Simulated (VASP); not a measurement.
# O on Co(0001): binding against coverage, part 12 of 12

Aim: adsorption energy and work function of O on Co(0001) from low coverage to a full layer.

VASP 6.6.1, plane waves and PAW; the level of theory is named at each step.

Still holding for the runs below: The magnetic state follows from one typed start and may not be the lowest.

So far. Step 21 (The vacuum level with the adsorbate, coverage 2/9 …): The vacuum level lies 5.50 eV above the Fermi level at the upper face; the two faces differ by 0.48 eV, the step that the slab's dipole of 0.128 e·Å makes.

## (22) Relaxing the adsorbate, coverage 3/9, k-mesh 6×6×1

Level of this step: PBE, spin-polarised from a ferromagnetic start; plane waves and PAW (Co, O) (VASP).

System of this step: Co9O (Co(0001)). The cell holds 30 atoms: 27 Co and 3 O. Cell: a = 7.468 Å, b = 7.468 Å, c = 19.028 Å, α = 90.0°, β = 90.0°, γ = 60.0°. It derives from Co. 3 O over hcp sites of a 3 x 3 cell of Co(0001). Vacuum lies along c.

File INCAR:

```
SYSTEM = Co9O
PREC = Normal
ENCUT = 440
EDIFF = 1E-05
NELM = 120
ISMEAR = 1
SIGMA = 0.15
LREAL = Auto
ALGO = Fast
GGA = PE
NBANDS = 184
ISPIN = 2
MAGMOM = 2 2 2 2 2 2 2 2 2 2 2 2 2 2 2 2 2 2 2 2 2 2 2 2 2 2 2 0 0 0
LASPH = .TRUE.
LMAXMIX = 4
LORBIT = 11
LWAVE = .FALSE.
LCHARG = .FALSE.
KPAR = 4
NCORE = 2
IBRION = 2
NSW = 45
ISIF = 2
EDIFFG = -0.03
POTIM = 0.4
MAXMIX = 40
IDIPOL = 3
LDIPOL = .TRUE.
DIPOL = 0.5 0.5 0.514
```

File POSCAR:

```
Co9O
1.0
    7.4676653556      0.0000000000      0.0000000000
    3.7338326778      6.4671879049      0.0000000000
    0.0000000000      0.0000000000     19.0280846307
Co O
27 3
Selective dynamics
Direct
    0.0000000000      0.0000000000      0.3941542300  F F F
    0.3333333300      0.0000000000      0.3941542300  F F F
    0.6666666700      0.0000000000      0.3941542300  F F F
    0.0000000000      0.3333333300      0.3941542300  F F F
    0.3333333300      0.3333333300      0.3941542300  F F F
    0.6666666700      0.3333333300      0.3941542300  F F F
    0.0000000000      0.6666666700      0.3941542300  F F F
    0.3333333300      0.6666666700      0.3941542300  F F F
    0.6666666700      0.6666666700      0.3941542300  F F F
    0.8888888900      0.2222222200      0.4980012600  T T T
    0.2222222200      0.2222222200      0.4980012600  T T T
    0.5555555600      0.2222222200      0.4980012600  T T T
    0.8888888900      0.5555555600      0.4980012600  T T T
    0.2222222200      0.5555555600      0.4980012600  T T T
    0.5555555600      0.5555555600      0.4980012600  T T T
    0.8888888900      0.8888888900      0.4980012600  T T T
    0.2222222200      0.8888888900      0.4980012600  T T T
    0.5555555600      0.8888888900      0.4980012600  T T T
    0.0000000000      0.0000000000      0.6019300000  T T T
    0.3333333300      0.0000000000      0.6019300000  T T T
    0.6666666700      0.0000000000      0.6019300000  T T T
    0.0000000000      0.3333333300      0.6019300000  T T T
    0.3333333300      0.3333333300      0.6019300000  T T T
    0.6666666700      0.3333333300      0.6019300000  T T T
    0.0000000000      0.6666666700      0.6019300000  T T T
    0.3333333300      0.6666666700      0.6019300000  T T T
    0.6666666700      0.6666666700      0.6019300000  T T T
    0.2222222200      0.2222222200      0.6623669800  T T T
    0.5555555600      0.5555555600      0.6623669800  T T T
    0.8888888900      0.8888888900      0.6623669800  T T T
```

File KPOINTS:

```
Automatic mesh
0
Gamma
6 6 1
0 0 0
```

The projector-augmented-wave data sets are Co and O (PBE family, release 64).

Launch:

```console
$ mpirun -np 8 vasp_std
```

The program printed:

```text
[banner, memory and clock lines left out]
running    8 mpi-ranks, on    1 nodes
[...]
LDA part: xc-table for (Slater+PW92), standard interpolation
 POSCAR, INCAR and KPOINTS ok, starting setup
[...]
entering main loop
       N       E                     dE             d eps       ncg     rms          rms(c)
DAV:   1     0.209975058350E+04    0.20998E+04   -0.10151E+05  5152   0.128E+03
DAV:   2     0.527442892438E+02   -0.20470E+04   -0.19179E+04  5152   0.324E+02
DAV:   3    -0.207449666165E+03   -0.26019E+03   -0.23057E+03  6784   0.141E+02
DAV:   4    -0.231194522750E+03   -0.23745E+02   -0.22703E+02  5528   0.426E+01
[...]
RMM:  34    -0.199149957489E+03   -0.31392E-04   -0.32288E-06  2967   0.467E-03    0.815E-03
RMM:  35    -0.199149967855E+03   -0.10366E-04   -0.15300E-06  2886   0.361E-03    0.601E-03
RMM:  36    -0.199149973611E+03   -0.57563E-05   -0.69465E-07  2526   0.251E-03
   1 F= -.19914997E+03 E0= -.19914466E+03  d E =-.199150E+03  mag=    45.8242
[... from here on, the cycles between the ionic steps are left out ...]
   2 F= -.19920774E+03 E0= -.19920371E+03  d E =-.577656E-01  mag=    45.9260
   3 F= -.19921222E+03 E0= -.19920871E+03  d E =-.622502E-01  mag=    45.9631
   4 F= -.19922333E+03 E0= -.19922014E+03  d E =-.111025E-01  mag=    45.8586
   5 F= -.19922348E+03 E0= -.19922032E+03  d E =-.112594E-01  mag=    45.8436
   6 F= -.19922348E+03 E0= -.19922032E+03  d E =-.112611E-01  mag=    45.8458
   7 F= -.19922396E+03 E0= -.19922080E+03  d E =-.476765E-03  mag=    45.8453
[...]
trial-energy change:   -0.000477  1 .order   -0.000431   -0.000486   -0.000375
 step:   4.3888(harm=  4.7771)  dis= 0.00536  next Energy=  -199.224544 (dE=-0.106E-02)
 reached required accuracy - stopping structural energy minimisation
```

It took 9.1 min on 8 MPI ranks of AMD EPYC 9R45, shared host; peak memory 6.4 GiB; 61 min of CPU time.

Parts of OUTCAR (step 22):

```text
  Total       -4.2348559     -4.2348559      0.0877574      0.0000000      0.0000000      0.0000000
  in kB       -7.3833561     -7.3833561      0.1530026      0.0000000      0.0000000      0.0000000
  external PRESSURE =      -4.8712365 kB  Pullay stress =       0.0000000 kB

 POSITION                                       TOTAL-FORCE (eV/Angst)
 -----------------------------------------------------------------------------------
      0.00000      0.00000      7.50000         0.027840      0.016074     -0.042296
      2.48922      0.00000      7.50000        -0.000000     -0.032147     -0.042296
      4.97844      0.00000      7.50000        -0.027840      0.016074     -0.042296
      1.24461      2.15573      7.50000        -0.027840      0.016074     -0.042296
      3.73383      2.15573      7.50000         0.027840      0.016074     -0.042296
      6.22305      2.15573      7.50000        -0.000000     -0.032147     -0.042296
      2.48922      4.31146      7.50000        -0.000000     -0.032147     -0.042296
      4.97844      4.31146      7.50000        -0.027840      0.016074     -0.042296
      7.46767      4.31146      7.50000         0.027840      0.016074     -0.042296
      7.46767      1.43715      9.46795        -0.000000     -0.000000      0.020986
      2.48922      1.43715      9.44160        -0.000000     -0.000000      0.007133
      4.97844      1.43715      9.46795        -0.000000     -0.000000      0.020986
      8.71228      3.59288      9.46795        -0.000000     -0.000000      0.020986
      3.73383      3.59288      9.46795        -0.000000     -0.000000      0.020986
[...]
-----------------------------------------------------------------------------------
    total drift:                                0.000017      0.000010      0.057797

  FREE ENERGIE OF THE ION-ELECTRON SYSTEM (eV)
  ---------------------------------------------------
  free  energy   TOTEN  =      -199.2239616586 eV

  energy  without entropy=     -199.2144872637  energy(sigma->0) =     -199.22080353

 magnetization (x)
# of ion       s       p       d       tot
------------------------------------------
    1       -0.013  -0.047   1.780   1.721
    2       -0.013  -0.047   1.780   1.721
    3       -0.013  -0.047   1.780   1.721
    4       -0.013  -0.047   1.780   1.721
    5       -0.013  -0.047   1.780   1.721
    6       -0.013  -0.047   1.780   1.721
    7       -0.013  -0.047   1.780   1.721
    8       -0.013  -0.047   1.780   1.721
    9       -0.013  -0.047   1.780   1.721
   10       -0.011  -0.056   1.718   1.651
   11       -0.019  -0.055   1.800   1.725
   12       -0.011  -0.056   1.718   1.651
   13       -0.011  -0.056   1.718   1.651
[...]
--------------------------------------------------
tot         -0.304  -0.651  47.094  46.138

[... 3 parts as in an earlier step ...]

[... 1 further part left out ...]
[key lines of the parts left out:]
E-fermi :  -0.0942
```

Spin moment in the PAW sphere by element, in μB:

```csv
element,atoms,mean,spread (r.m.s.),least,largest
Co,27,1.69,0.03,1.65,1.73
O,3,0.17,0.00,0.17,0.17
```

The atoms farthest from the mean of their element:

```csv
atom,"x, y, z (Å)",spin moment in the PAW sphere (μB)
Co13,"8.71, 3.59, 9.47",1.65
Co14,"3.73, 3.59, 9.47",1.65
Co12,"4.98, 1.44, 9.47",1.65
Co10,"7.47, 1.44, 9.47",1.65
Co18,"7.47, 5.75, 9.47",1.65
Co17,"4.98, 5.75, 9.47",1.65
Co11,"2.49, 1.44, 9.44",1.73
Co16,"9.96, 5.75, 9.44",1.73
```

The run ended after 7 ionic steps, 0.074 eV below its first step, once the forces on the free atoms met EDIFFG = -0.03.

## (23) The vacuum level with the adsorbate, coverage 3/9, k-mesh 6×6×1

INCAR, as its differences from that of step 22:

```diff
@@ -3,3 +3,3 @@
 ENCUT = 440
-EDIFF = 1E-05
+EDIFF = 1E-06
 NELM = 120
@@ -20,8 +20,2 @@
 NCORE = 2
-IBRION = 2
-NSW = 45
-ISIF = 2
-EDIFFG = -0.03
-POTIM = 0.4
-MAXMIX = 40
 IDIPOL = 3
@@ -29 +23,3 @@
 DIPOL = 0.5 0.5 0.514
+LVHAR = .TRUE.
+LVACPOTAV = .TRUE.
```

File POSCAR:

```
Co9O
1.0
    7.4676653556      0.0000000000      0.0000000000
    3.7338326778      6.4671879049      0.0000000000
    0.0000000000      0.0000000000     19.0280846307
Co O
27 3
Selective dynamics
Direct
    0.0000000000      0.0000000000      0.3941542300  F F F
    0.3333333300      0.0000000000      0.3941542300  F F F
    0.6666666700      0.0000000000      0.3941542300  F F F
    0.0000000000      0.3333333300      0.3941542300  F F F
    0.3333333300      0.3333333300      0.3941542300  F F F
    0.6666666700      0.3333333300      0.3941542300  F F F
    0.0000000000      0.6666666700      0.3941542300  F F F
    0.3333333300      0.6666666700      0.3941542300  F F F
    0.6666666700      0.6666666700      0.3941542300  F F F
    0.8888888900      0.2222222200      0.4975775792  T T T
    0.2222222200      0.2222222200      0.4961930715  T T T
    0.5555555600      0.2222222200      0.4975775792  T T T
    0.8888888900      0.5555555600      0.4975775792  T T T
    0.2222222200      0.5555555600      0.4975775792  T T T
    0.5555555600      0.5555555600      0.4961930715  T T T
    0.8888888900      0.8888888900      0.4961930715  T T T
    0.2222222200      0.8888888900      0.4975775792  T T T
    0.5555555600      0.8888888900      0.4975775792  T T T
    0.0015781381      0.0015781381      0.6028336353  T T T
    0.3349114681      0.9968437238      0.6028336353  T T T
    0.6635103938      0.0015781381      0.6028336353  T T T
    0.9968437238      0.3349114681      0.6028336353  T T T
    0.3349114681      0.3349114681      0.6028336353  T T T
    0.6682448081      0.3301770538      0.6028336353  T T T
    0.0015781381      0.6635103938      0.6028336353  T T T
    0.3301770538      0.6682448081      0.6028336353  T T T
    0.6682448081      0.6682448081      0.6028336353  T T T
    0.2222222200      0.2222222200      0.6625357339  T T T
    0.5555555600      0.5555555600      0.6625357339  T T T
    0.8888888900      0.8888888900      0.6625357339  T T T
```

KPOINTS is that of step 22.

Launch:

```console
$ mpirun -np 8 vasp_std
```

The program printed:

```text
[... set-up lines as in an earlier step ...]
 entering main loop
       N       E                     dE             d eps       ncg     rms          rms(c)
DAV:   1     0.209766239593E+04    0.20977E+04   -0.10147E+05  5152   0.128E+03
DAV:   2     0.523801252515E+02   -0.20453E+04   -0.19162E+04  5152   0.324E+02
DAV:   3    -0.207512177464E+03   -0.25989E+03   -0.23006E+03  6768   0.141E+02
DAV:   4    -0.231280542508E+03   -0.23768E+02   -0.22766E+02  5568   0.426E+01
[...]
RMM:  40    -0.199223962526E+03   -0.13079E-05   -0.51210E-08  2753   0.712E-04    0.112E-03
RMM:  41    -0.199223964007E+03   -0.14813E-05   -0.63573E-08  2499   0.615E-04    0.124E-03
RMM:  42    -0.199223964542E+03   -0.53516E-06   -0.32259E-08  2014   0.527E-04
 [... a notice as in an earlier step ...]

   1 F= -.19922396E+03 E0= -.19922081E+03  d E =-.947437E-02  mag=    45.8452
```

It took 3.7 min on 8 MPI ranks; peak memory 6 GiB.

Parts of OUTCAR (step 23):

```text
  Total       -4.2381540     -4.2381540      0.0848515      0.0000000     -0.0000000      0.0000000
  in kB       -7.3891063     -7.3891063      0.1479363      0.0000000     -0.0000000      0.0000000
  external PRESSURE =      -4.8767588 kB  Pullay stress =       0.0000000 kB

 POSITION                                       TOTAL-FORCE (eV/Angst)
 -----------------------------------------------------------------------------------
      0.00000      0.00000      7.50000         0.027805      0.016053     -0.042337
      2.48922      0.00000      7.50000        -0.000000     -0.032106     -0.042337
      4.97844      0.00000      7.50000        -0.027805      0.016053     -0.042337
      1.24461      2.15573      7.50000        -0.027805      0.016053     -0.042337
      3.73383      2.15573      7.50000         0.027805      0.016053     -0.042337
      6.22305      2.15573      7.50000        -0.000000     -0.032106     -0.042337
      2.48922      4.31146      7.50000        -0.000000     -0.032106     -0.042337
      4.97844      4.31146      7.50000        -0.027805      0.016053     -0.042337
      7.46767      4.31146      7.50000         0.027805      0.016053     -0.042337
      7.46767      1.43715      9.46795        -0.000000      0.000000      0.021045
      2.48922      1.43715      9.44160        -0.000000      0.000000      0.006852
      4.97844      1.43715      9.46795        -0.000000      0.000000      0.021045
      8.71228      3.59288      9.46795        -0.000000      0.000000      0.021045
      3.73383      3.59288      9.46795        -0.000000      0.000000      0.021045
[...]
-----------------------------------------------------------------------------------
    total drift:                                0.000017      0.000010      0.059103

  FREE ENERGIE OF THE ION-ELECTRON SYSTEM (eV)
  ---------------------------------------------------
  free  energy   TOTEN  =      -199.2239645422 eV

  energy  without entropy=     -199.2144901726  energy(sigma->0) =     -199.22080642

[... 3 parts as in an earlier step ...]

[... 1 further part left out ...]
[key lines of the parts left out:]
E-fermi :  -0.0941
```

Zero at the Fermi level. Planar average of the electrostatic potential against height:

height (Å), planar average of the electrostatic potential (eV) and a bar from the least value:
```
      0.0        5.7 ##############################
      0.5        5.1 #############################
      1.0        5.0 #############################
      1.5        5.0 #############################
      2.0        5.0 #############################
      2.5        5.0 #############################
      3.0        5.0 #############################
      3.5        5.0 #############################
      4.0        5.0 #############################
      4.5        5.0 #############################
      5.0        5.0 #############################
      5.5        4.7 #############################
      6.0        3.9 ############################
      6.5        1.2 #########################
      7.0       -9.0 ##############
      7.5      -22.1 
      8.0       -9.2 ##############
      8.5       -1.4 ######################
      9.0      -10.8 ############
      9.5      -22.2 
     10.0       -7.8 ###############
     10.5       -1.0 #######################
     11.0      -10.4 #############
     11.5      -22.3 
     12.0       -9.0 ##############
     12.5       -2.4 #####################
     13.0        2.1 ##########################
     13.5        5.3 #############################
     14.0        5.7 ##############################
     14.5        5.8 ##############################
     15.0        5.8 ##############################
     15.5        5.8 ##############################
     16.0        5.8 ##############################
     16.5        5.8 ##############################
     17.0        5.8 ##############################
     17.5        5.8 ##############################
     18.0        5.8 ##############################
     18.5        5.8 ##############################
```

At the end the adsorbate's closest contact with the slab is O-Co at 1.85 Å, 1.46 Å to the side of the slab's atom, and its lowest atom lies 1.14 Å above the highest atom of the slab.

The vacuum level lies 5.83 eV above the Fermi level at the upper face; the two faces differ by 0.79 eV, the step that the slab's dipole of 0.211 e·Å makes.

VASP counts the dipole in electrons times Å, so a positive number points the physical dipole along −c.

The program found no field-free point at its default tolerance, but its printed level agrees with the flat part of the planar average.

## (24) All coverages together

This step: adsorption over the coverage, PBE; plane waves and PAW (VASP 6.6.1).

No new run; the numbers come from the runs before.

Four layers in the 1 x 1 and 2 x 2 cells, three in the 3 x 3 cell. Coverage series, by row:

```csv
coverage (ML),as a fraction,adsorption energy an adsorbate (eV),change of the work function (eV),height over the mean of the top layer (Å),"largest sideways move of an adsorbate, within the symmetry kept (Å)"
0.1111,1/9,-2.596,0.2876,1.173,0
0.2222,2/9,-2.527,0.5585,1.157,0
0.25,1/4,-2.67,0.5955,1.133,0
0.3333,3/9,-2.494,0.8892,1.136,0
0.5,2/4,-2.244,1.24,1.101,0.01
0.75,3/4,-1.914,1.59,1.078,0.01
1,1/1,-1.618,1.79,1.055,0
```

Each energy is the slab with adsorbates less the clean slab of the same cell, divided by their number, less -4.928 eV for half of O2.

## (25) Results

| Item | Value |
| --- | --- |
| coverage 1/9 | -2.60 eV |
| coverage 2/9 | -2.53 eV |
| coverage 1/4 | -2.67 eV |
| coverage 3/9 | -2.49 eV |
| coverage 2/4 | -2.24 eV |
| coverage 3/4 | -1.91 eV |
| coverage 1/1 | -1.62 eV |

In words: For O on the hcp site of Co(0001) the adsorption energy is -2.60 eV an adsorbate at a coverage of 1/9 and -1.62 eV at 1/1, against half of O2. The lowest rows, within 0.03 eV, are 1/4 (-2.67 eV). The work function changes by +0.29 eV at 1/9, +0.56 eV at 2/9, +0.60 eV at 1/4, +0.89 eV at 3/9, +1.24 eV at 2/4, +1.59 eV at 3/4 and +1.79 eV at 1/1. The bare lower face drifts too, by up to 0.10 eV, a thin-slab error in these numbers. One arrangement was run at each coverage. The cells differ in sampling or projectors, and the largest has one layer fewer, which can shift the rows of one cell against another.

[Lines on the potential files, build, host, timing and source positions are cut from VASP's logs without a mark.]

[Logs are printed without paths, hosts, clocks, repeated set-up lines and the standing remarks that a program may print on its own settings, such as how far it seeks lower states.]

[Hosts, paths, dates, database ids (printed as entryN), source tags and the programs' standing remarks are cut or masked in the printed files.]

[Runs that stopped without an error message from VASP are left out.]
